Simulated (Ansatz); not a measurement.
Zn (bcc): energy against volume

Level of theory: DFT, revPBE, plane waves (420 eV) with PAW, scalar-relativistic in Ansatz 0.2.0. The PAW files were generated under PBE, with cores re-solved for the functional.

The cell is scaled uniformly from the relaxed one, with fractional coordinates and shape fixed. Energies are extrapolated to zero smearing, pressures are those at the given smearing. Magnetic state: spin not included.

A Birch-Murnaghan fit gives V₀ = 15.96 Å³/atom, B₀ = 57 GPa, B₀′ = 5.2.

What are the energy above the minimum and the pressure at 14.622 Å³/atom?

23.8 meV/atom and 6.22 GPa as computed.

What are the energy above the minimum and the pressure at 15.258 Å³/atom?

6.0 meV/atom and 2.84 GPa as computed.

What are the energy above the minimum and the pressure at 16.529 Å³/atom?

3.3 meV/atom and -1.85 GPa as computed.
